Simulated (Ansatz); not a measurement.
An input for Ansatz 0.2.0 (SnSe):

input.yaml

```yaml
crystal:
  lattice:
    - [0.0, 3.01, 3.01]
    - [3.01, 0.0, 3.01]
    - [3.01, 3.01, 0.0]
  atoms:
    - { symbol: Sn, position_ang: [0.0, 0.0, 0.0] }
    - { symbol: Se, position_ang: [3.01, 3.01, 3.01] }
hamiltonian:
  xc: wpbeh
  pseudopotentials: { kind: paw_fr }
  dispersion: vv10
magnetization:
  noncollinear: true
  spin_orbit: true
kpoints:
  mp_grid: { grid: [5, 5, 5] }
  band_path:
    path:
      - [[0.0, 0.0, 0.0], [0.5, 0.0, 0.5], [0.5, 0.25, 0.75], [0.375, 0.375, 0.75], [0.0, 0.0, 0.0], [0.5, 0.5, 0.5], [0.625, 0.25, 0.625], [0.5, 0.25, 0.75], [0.5, 0.5, 0.5], [0.375, 0.375, 0.75]]
      - [[0.625, 0.25, 0.625], [0.5, 0.0, 0.5]]
    npoints: 4
scf:
  occupations: { method: methfessel_paxton, width: 0.05 }
  n_extra_bands: 6
output:
  forces: true
  stress: true
  eigenvalues: true
  fatbands: false
```

Potentials or basis: Ansatz PAW.

Launch:

```sh
$ ansatz run input.yaml --threads 1 --pin off --max-ram 2560MiB --backend cpu --events-out ev --progress --plain --runs-dir out
```

Q: What does the program do with it?

A: The run stopped without a result. It printed:

Output:

```text
Error: YAML parse error: error: line 12 column 15: hamiltonian.dispersion: `vv10` is not `none`, `rvv10`, `d3bj`, `d3bjatm`, `d4` or a map `{method: …, s8: …, a1: …, a2_bohr: …}` (numbers without units, a2 in bohr) or `{method: …, functional: …}`
  --> <input>:12:15
   |
10 |   xc: wpbeh
11 |   pseudopotentials: { kind: paw_fr }
12 |   dispersion: vv10
   |               ^ hamiltonian.dispersion: `vv10` is not `none`, `rvv10`, `d3bj`, `d3bjatm`, `d4` or a map `{method: …, s8: …, a1: …, a2_bohr: …}` (numbers without units, a2 in bohr) or `{method: …, functional: …}`
13 | magnetization:
14 |   noncollinear: true
   |
```
